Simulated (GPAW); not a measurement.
Crystal: CoO.

```
CELL_PARAMETERS angstrom
1.50547 0.86918 2.43993
-1.50547 0.86918 2.43993
0.00000 -1.73837 2.43993
ATOMIC_POSITIONS crystal
Co 0.00000 0.00000 0.00000
O 0.50000 0.50000 0.50000
```

The cell is a database's computed one.

Program: GPAW 26.7.0. Alike in all runs: spin collinear, ferromagnetic start; cell as given.

Order these runs on this cell by their pressure, lowest first.
A. level PBEsol+U; potentials or basis PAW data sets generated in the run's folder for this functional, pw; U Co d U = 3 eV; k mesh 8 × 8 × 8; cutoff (eV) 800; smearing fermi-dirac 0.05 eV; maxiter 150; band path GLB1,BZGX,QFP1Z,LP; band points 80
B. level PBE; potentials or basis GPAW PAW data sets (gpaw-data 1.2.1), pw; k mesh 11 × 11 × 11; cutoff (eV) 800; smearing gaussian 0.1 eV; maxiter 150
C. level LDA; potentials or basis the program's PAW data sets (release 1.2.1) made for this functional, pw; k mesh 11 × 11 × 11; cutoff (eV) 800; smearing gaussian 0.05 eV; maxiter 150
D. level PBEsol; potentials or basis PAW data sets generated in the run's folder for this functional, pw; k mesh 11 × 11 × 11; cutoff (eV) 800; smearing fermi-dirac 0.05 eV; maxiter 150
E. level LDA; potentials or basis the program's PAW data sets (release 1.2.1) made for this functional, pw; k mesh 9 × 9 × 9; cutoff (eV) 650; smearing fermi-dirac 0.05 eV; maxiter 120; convergence default

E (-19.7 GPa), C (-17.4 GPa), D (-8.3 GPa), A (-6.0 GPa), B (0.5 GPa).

Caveats: a cell with one magnetic atom can't hold antiferromagnetic order, which such compounds often take; so large a pressure means that the cell lies far from this level's equilibrium, or that cutoff or potentials fall short (some runs); the cutoff is short for stress and forces, so pressures can be off by a GPa or more (some runs).

Not every run made on this cell is shown here.
